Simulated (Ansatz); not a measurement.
Runs of Ansatz 0.2.0 on HfB2. It takes space group P6/mmm (No. 191, hexagonal). The conventional cell has a = 3.140 Å, b = 3.140 Å, c = 3.480 Å, α = 90.00°, β = 90.00°, γ = 120.00°. Hf (site symmetry 6/mmm) is surrounded by 12 B at 2.51 Å. B (site symmetry -6m2) has 3 B at 1.81 Å as nearest neighbours. 

```tsv
task	level	spin	cell	k mesh	points for each segment of the path	gap on the mesh (eV)	pressure (GPa)	relaxed volume (Å³/atom)
band structure	LDA	off	as given	10 × 10 × 8	14	none	-10.1	-
band structure	PBEsol	off	as given	10 × 10 × 8	14	none	(a)	-
phonons	PBEsol	off	as given	7 × 7 × 6	-	none	-	-
relaxation of cell and atoms	PBEsol	off	relaxed	10 × 10 × 8	-	-	0.0	9.73
band structure	LDA	SOC, no magnetisation	as given	7 × 7 × 6	14	none	-10.5	-
relaxation of cell and atoms	LDA	off	relaxed	10 × 10 × 8	-	none	0.0	(b)
```

Alike in all rows: potentials or basis Ansatz PAW; cutoff (eV) 420; smearing fermi-dirac 0.05 eV.

Problem. Estimate the missing entries.

Solution. (a) -4.3; (b) 9.52.

Caveats: the PAW data sets come from PBE, with cores solved anew for the run's functional, which leaves a small shift of forces and pressure; spin-orbit coupling is left out, which moves the levels of the heavy elements (some runs); the plane-wave basis is chosen anew once the cell has moved, so the energies of steps on either side of that aren't comparable (some runs).

A k mesh can miss the band edges, and rows without SOC leave out spin-orbit coupling on Hf.

A gap of «none» marks a metal or a gap under the smearing width.

Runs at the PBE level aren't shown here.
